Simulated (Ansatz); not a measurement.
# Nb (Im-3m), stationary points along a deformation path

Level of theory: DFT PBE, scalar-relativistic, plane waves, PAW (Ansatz 0.2.0). The runs took a 420 eV cutoff, a Γ-centred 22×22×22 mesh and Gaussian smearing (0.15 eV). No spin polarisation. Energies are free energies at this smearing, counted from the undisturbed cell; pressure is positive in compression.

Reference structure (as given, not relaxed at this level; it stands at -2.6 GPa):

```
Nb
1.0
    -1.66395    1.66395    1.66395
     1.66395   -1.66395    1.66395
     1.66395    1.66395   -1.66395
Nb
1
Direct
  0.00000 0.00000 0.00000
```

At fixed volume and fractional coordinates, lengths along (0.000, 0.000, 1.000) are scaled against those across it; ρ is that ratio over its starting value. V = 18.428 Å³/atom. Δσ is the stress along the axis less the mean stress across it (compression positive).

| ρ | ΔE (meV/atom) | Δσ (GPa) | space group |
| --- | --- | --- | --- |
| 0.650 | 394.6 | 23.80 | I4/mmm |
| 0.707 | 302.1 | 8.51 | I4/mmm |
| 0.780 | 211.6 | 18.17 | I4/mmm |
| 0.850 | 95.7 | 15.88 | I4/mmm |
| 0.920 | 23.9 | 7.44 | I4/mmm |
| 0.960 | 6.2 | 3.74 | I4/mmm |
| 1.000 | 0.0 | 0.00 | Im-3m |
| 1.050 | 10.1 | -5.46 | I4/mmm |
| 1.100 | 39.0 | -10.78 | I4/mmm |
| 1.200 | 140.1 | -18.49 | I4/mmm |
| 1.300 | 256.7 | -17.81 | I4/mmm |
| 1.414 | 325.0 | -0.04 | Fm-3m |
| 1.500 | 292.3 | 12.64 | I4/mmm |

Problem. How does the stress give the slope of the energy, and where is the energy stationary?

Solution. Along the path d ln(length) is 2/3 d ln ρ on the axis and −1/3 d ln ρ across it, so dE/d ln ρ = −(2/3) V Δσ: the energy falls with ρ where Δσ is positive. Δσ vanishes or changes sign at ρ = 1.000 (Im-3m), a minimum at 0.0 meV/atom; at ρ = 1.414 (Fm-3m), a maximum at 325.0 meV/atom. Pairs of stationary points between two samples would go unseen, and could change a minimum read from distant neighbours into a maximum. At ρ = 1.000, 1.414 the cell is cubic, where symmetry alone makes the stress isotropic and the slope zero.

Problem. Which shear constant sets the curvature at ρ = 1?

Solution. For a cubic crystal E/V = (2/3) C (ln ρ)² with C = C′ = (C11 − C12)/2, so Δσ = −2C ln ρ. The parabola of Δσ against ln ρ through ρ = 0.960, 1 and 1.050 gives C ≈ 50 GPa with the ions clamped, rough because the steps are large. It is the stress–strain coefficient at this cell's pressure of -2.6 GPa, not the zero-pressure constant.

Problem. Integrate that slope from ρ = 1 to 1.200 by the trapezoid rule.

Solution. With V/N in Å³ and 1 eV/Å³ = 160.2 GPa the slopes at ρ = 1.000, 1.050, 1.100, 1.200 are 0, 418, 827, 1417 meV/atom per unit of ln ρ. The steps add 10.2 + 29.0 + 97.6 = 136.8 meV/atom, against 140.1 from the energies; the trapezoid rule misses the curvature of the slope within each step.

In a metal these slopes depend on the k mesh and the smearing.